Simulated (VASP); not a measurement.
Wanted: the native input for a VASP 6.6.1 run.

| Item | Value |
| --- | --- |
| Task | band structure |
| Functional | PBEsol |
| Potentials or basis | VASP PAW PBE potentials, release 64 (Al, Ga_d, As) |
| Cutoff | 520 eV |
| k mesh | 6 × 6 × 6 |
| Occupations | gaussian, width 0.03 eV |
| Spin | no spin polarisation |
| Further INCAR settings | ALGO = Normal; EDIFF = 1e-07; NBANDS = 81 |

The structure of AlGa7As8 lies in POSCAR:

```
AlGa7As8                                
1.0
   -5.6659937244      5.6659937244      0.0000000000
   -5.6659937244     -0.0000000000      5.6659937244
   -0.0000000000      5.6659937244      5.6659937244
  Al              Ga              As            
     1     7     8
Direct
     1.0000000000000000    1.0000000000000000    1.0000000000000000
     0.5001429557099252    0.9998570442900748    0.9998570442900748
     0.9998570442900748    0.5001429557099252    0.9998570442900748
     0.9998570442900748    0.9998570442900748    0.5001429557099252
     0.5001429557099252    0.5001429557099252    0.9998570442900748
     0.5001429557099252    0.9998570442900748    0.5001429557099252
     0.9998570442900748    0.5001429557099252    0.5001429557099252
     0.5000000000000000    0.5000000000000000    0.5000000000000000
     0.8749713217837467    0.8749713217837467    0.3750860346487598
     0.3750033731735457    0.8749898804793560    0.3750033731735457
     0.8749898804793560    0.3750033731735457    0.3750033731735457
     0.8749713217837467    0.8749713217837467    0.8749713217837467
     0.3750033731735457    0.3750033731735457    0.3750033731735457
     0.3750860346487598    0.8749713217837467    0.8749713217837467
     0.8749713217837467    0.3750860346487598    0.8749713217837467
     0.3750033731735457    0.3750033731735457    0.8749898804793560
```

The cell was built by a generator and needn't be a form met in nature.

The input as run:

INCAR

```
SYSTEM = AlGa7As8
ALGO     = Normal         ! electronic algorithm
EDIFF    = 1E-7           ! SCF threshold, eV
ENCUT    = 520            ! plane-wave cutoff, eV
GGA      = PS             ! functional
ICORELEVEL= 1            
ISIF     = 2              ! what is computed and relaxed
ISMEAR   = 0              ! smearing method
KPAR     = 4            
LASPH    = .TRUE.         ! aspherical terms in the spheres
LCHARG   = .FALSE.        ! write CHGCAR
LREAL    = .FALSE.        ! projectors in reciprocal space
LWAVE    = .FALSE.        ! write WAVECAR
NBANDS   = 81             ! bands
NELM     = 80             ! most SCF steps
PREC     = Accurate       ! precision mode
SIGMA    = 0.03           ! smearing width, eV
```

KPOINTS

```
k-points
0
G
  6 6 6
  0 0 0
```

KPOINTS_OPT

```
explicit points
6
Reciprocal
 0.0000000000  0.0000000000  0.0000000000 1
 0.3750000000  0.3750000000  0.7500000000 1
 0.5000000000  0.5000000000  0.5000000000 1
 0.6250000000  0.2500000000  0.6250000000 1
 0.5000000000  0.2500000000  0.7500000000 1
 0.5000000000  0.0000000000  0.5000000000 1
```

Potentials or basis: VASP PAW PBE potentials, release 64 (Al, Ga_d, As).

Command:

```console
$ cat potpaw_PBE.64/Al/POTCAR potpaw_PBE.64/Ga_d/POTCAR potpaw_PBE.64/As/POTCAR > POTCAR
$ mpirun -np 4 vasp_std > vasp.out
```

It gave:

| Item | Value |
| --- | --- |
| Pressure | 0.0 GPa |
| Band gap on the k mesh | 0.54 eV, direct |
| Band gap along the path | 0.54 eV, direct |

Caveat: the PAW data sets were made with another functional, which shifts forces and pressure a little.

Wall time 3 min on 4 MPI ranks on Intel(R) Xeon(R) 6975P-C (Granite Rapids), on a shared host, peak memory 0.78 GiB a rank.
